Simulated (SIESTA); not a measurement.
The system is Sc.

```xyz
2
Lattice="3.3090 0.0000 0.0000 -1.6545 2.8657 0.0000 0.0000 0.0000 5.2733" Properties=species:S:1:pos:R:3 pbc="T T T"
Sc    1.6545    0.9552    3.9550
Sc    0.0000    1.9105    1.3183
```

Base run:

* Program: SIESTA 5.4.2
* Functional: LDA
* Potentials or basis: PseudoDojo 0.4 standard (LDA files)
* Basis: DZP (energy shift 0.003 Ry; two zetas on semicore shells)
* Grid cutoff: 800 Ry
* Energy shift: 0.003 Ry
* k mesh: 9 × 9 × 5
* Occupations: fermi-dirac, width 0.05 eV
* Spin: no spin polarisation

Its results: band gap on the k mesh none (metal or under the smearing width); pressure -5.4 GPa.

Task: The run is repeated on the same cell with these changes: functional from LDA to PBEsol; potentials or basis from PseudoDojo 0.4 standard (LDA files) to PseudoDojo 0.4 standard (PBEsol files). What comes out?

Result: Band gap on the k mesh none (metal or under the smearing width); pressure -2.9 GPa.

Caveats: the basis of atomic orbitals isn't converged, which shifts pressures, moduli and gaps.
